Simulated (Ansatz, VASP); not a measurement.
This is a calculation of BN for VASP 6.6.1. The cell is a database's computed one, not the measured one.

Contents of INCAR:

```
ALGO = Fast
EDIFF = 1E-6
ENCUT = 520
GGA = PE
ISIF = 2
ISMEAR = 0
LASPH = T
LCHARG = F
LREAL = F
LWAVE = F
NBANDS = 11
NELM = 100
PREC = Accurate
SIGMA = 0.024
```

Contents of KPOINTS:

```
k-points
0
Gamma
  13 13 13
```

File POSCAR:

```
BN
1.0
    0.0000000000      1.8130010000      1.8130010000
    1.8130010000      0.0000000000      1.8130010000
    1.8130010000      1.8130010000      0.0000000000
N B
1 1
Direct
    0.2500000000      0.2500000000      0.2500000000
    0.0000000000      0.0000000000      0.0000000000
```

Potentials or basis: VASP PAW PBE potentials, release 64 (N, B).

The run is started by

```sh
$ cat potpaw_PBE.64/N/POTCAR potpaw_PBE.64/B/POTCAR > POTCAR
$ mpirun -np 1 vasp_std > vasp.out
```

Problem. Translate it to Ansatz 0.2.0. Potentials or basis there: Ansatz PAW, cutoff 420 eV.

Solution. As run (cutoffs and basis follow the program's own potentials, and thresholds, step limits or extra output files can differ):

input.yaml

```yaml
crystal:
  lattice:
    - [0.0, 1.813001, 1.813001]
    - [1.813001, 0.0, 1.813001]
    - [1.813001, 1.813001, 0.0]
  atoms:
    - { symbol: "N", position: [0.25, 0.25, 0.25] }
    - { symbol: B, position: [0.0, 0.0, 0.0] }
hamiltonian:
  xc: pbe
  pseudopotentials: { kind: paw }
kpoints:
  mp_grid: { grid: [13, 13, 13] }
scf:
  occupations: { method: gaussian, width: 0.024 }
output:
  forces: true
  stress: true
  eigenvalues: true
  write_density: true
  write_potential: true
  elf: true
  volumetric_format: npy
```

Potentials or basis: Ansatz PAW.

Command:

```sh
$ ansatz run input.yaml --threads 2 --pin off --max-ram 5632MiB --backend cpu --events-out ev --progress --plain --runs-dir out
```

Both were run:

|  | VASP | Ansatz |
| --- | --- | --- |
| Pressure | -0.2 GPa | -0.4 GPa |

Ansatz's pressure holds a Pulay term of +1.05 GPa for its cutoff of 420 eV, which the other run lacks.

Where Ansatz's input types no cutoff or centring, it takes its own default and a Γ-centred mesh.

Pressure is positive in compression.
